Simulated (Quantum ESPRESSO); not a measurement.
# GaAs under changes of volume

One of the cells (22.590 Å³/atom); the others are scaled copies at fixed shape and fractional positions:

```xyz
2
Lattice="0.0000 2.8268 2.8268 2.8268 0.0000 2.8268 2.8268 2.8268 0.0000" Properties=species:S:1:pos:R:3 pbc="T T T"
As    4.2403    4.2403    4.2403
Ga    0.0000    0.0000    0.0000
```

| Item | Value |
| --- | --- |
| Program | Quantum ESPRESSO 7.5 |
| Functional | vdW-DF2 |
| Potentials or basis | PseudoDojo 0.4.1 SR PBE standard |
| Cutoff | 1143 eV |
| Density cutoff | 4572 eV |
| k mesh | 8 × 8 × 8 |
| Occupations | fermi-dirac, width 0.05 eV |
| Spin | no spin polarisation |

| volume (Å³/atom) | energy over the lowest point (meV/atom) | pressure (GPa) | gap on the mesh (eV) |
| --- | --- | --- | --- |
| 21.234 | 128.48 | 12.9 | 0.64 |
| 21.686 | ? | ? | ? |
| 22.138 | 66.98 | 9.0 | 0.30 |
| 22.590 | 44.05 | 7.3 | 0.14 |
| 23.041 | 25.53 | 5.8 | none |
| 23.493 | 10.93 | 4.5 | none |
| 23.945 | 0.00 | 3.2 | none |

Task: What does the run at 21.686 Å³/atom give?

Result: Energy over the lowest point 94.93 meV/atom; pressure 10.8 GPa; gap on the mesh 0.47 eV.

Worked out: A Birch-Murnaghan fit of order 3 (a polynomial in V^(-2/3)) to the other rows has no minimum within the range. It gives 94.96 meV/atom at 21.686 Å³/atom, against the run's 94.93, and -dE/dV = 10.9 GPa, against 10.8.

Energies are extrapolated to zero smearing.

Caveats: the potentials were made for another functional, which shifts forces and pressure.

Spin-orbit coupling on As, Ga is left out.

A gap of «none» marks a metal or a gap under the smearing width.
